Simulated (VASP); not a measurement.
A run of VASP 6.6.1 is set up as follows.

The input INCAR:

```
SYSTEM = HfO2
  ALGO = Fast
  EDIFF = 1E-7
  ENCUT = 520
  GGA = PE
  ISIF = 2
  ISMEAR = 0
  LASPH = .TRUE.
  LCHARG = .FALSE.
  LMAXMIX = 4
  LREAL = .FALSE.
  LWAVE = .FALSE.
  NBANDS = 56
  NELM = 60
  PREC = Accurate
  SIGMA = 0.02
```

File KPOINTS:

```
k-points
0
G
  6 6 6
  0 0 0
```

POSCAR

```
HfO2
1.0
    5.1180000000      0.0000000000      0.0000000000
    0.0000000000      5.1857000000      0.0000000000
   -0.8586630600      0.0000000000      5.2138671400
Hf O
4 8
Direct
    0.2755000000      0.0397000000      0.2080000000
    0.7245000000      0.5397000000      0.2920000000
    0.7245000000      0.9603000000      0.7920000000
    0.2755000000      0.4603000000      0.7080000000
    0.4487000000      0.7581000000      0.4801000000
    0.5513000000      0.2581000000      0.0199000000
    0.5513000000      0.2419000000      0.5199000000
    0.4487000000      0.7419000000      0.9801000000
    0.0742000000      0.3316000000      0.3467000000
    0.9258000000      0.8316000000      0.1533000000
    0.9258000000      0.6684000000      0.6533000000
    0.0742000000      0.1684000000      0.8467000000
```

Contents of KPOINTS_OPT:

```
path GYHCEM1AXH1,MDZ,YD
20
line-mode
reciprocal
 0.0000000000  0.0000000000  0.0000000000  G
 0.0000000000  0.0000000000  0.5000000000  Y

 0.0000000000  0.0000000000  0.5000000000  Y
-0.4327310172  0.0000000000  0.5726006525  H

-0.4327310172  0.0000000000  0.5726006525  H
-0.5000000000  0.0000000000  0.5000000000  C

-0.5000000000  0.0000000000  0.5000000000  C
-0.5000000000  0.5000000000  0.5000000000  E

-0.5000000000  0.5000000000  0.5000000000  E
-0.5672689828  0.5000000000  0.4273993475  M1

-0.5672689828  0.5000000000  0.4273993475  M1
-0.5000000000  0.5000000000  0.0000000000  A

-0.5000000000  0.5000000000  0.0000000000  A
-0.5000000000  0.0000000000  0.0000000000  X

-0.5000000000  0.0000000000  0.0000000000  X
-0.5672689828  0.0000000000  0.4273993475  H1

-0.4327310172  0.5000000000  0.5726006525  M
 0.0000000000  0.5000000000  0.5000000000  D

 0.0000000000  0.5000000000  0.5000000000  D
 0.0000000000  0.5000000000  0.0000000000  Z

 0.0000000000  0.0000000000  0.5000000000  Y
 0.0000000000  0.5000000000  0.5000000000  D
```

Potentials or basis: VASP PAW PBE potentials, release 64 (Hf_pv, O).

Command:

```bash
$ cat potpaw_PBE.64/Hf_pv/POTCAR potpaw_PBE.64/O/POTCAR > POTCAR
$ mpirun -np 1 vasp_std > vasp.out
```

Task: What does it give for the largest force?

Result: 0.458 eV/Å.

Task: What does it give for the band gap on the k mesh?

Result: 4.11 eV, indirect (least direct gap 4.20 eV).

Task: Estimate the pressure.

Result: 2.7 GPa.

Stress tensor (GPa, compression positive):
```
2.70 0.00 0.27
0.00 1.98 0.00
0.27 0.00 3.30
```

Caveat: spin-orbit coupling is left out, which moves the levels of the heavy elements.

**What was measured.**

From “Temperature dependence of self-trapped exciton luminescence in nanostructured hafnia powder”, 2021, arxiv:2112.02602, for a bulk crystal of HfO2: band gap 5.54 eV (indirect).

A measured gap of HfO2 is 5.54 eV (indirect; quoted in “Temperature dependence of self-trapped exciton luminescence in nanostructured hafnia powder”, 2021, arxiv:2112.02602); the calculated 4.11 eV misses it by -1.43 eV. Spin-orbit coupling on Hf is left out. The value is that of PBE, without temperature or zero-point motion. Semilocal functionals fall short of measured gaps as a rule.
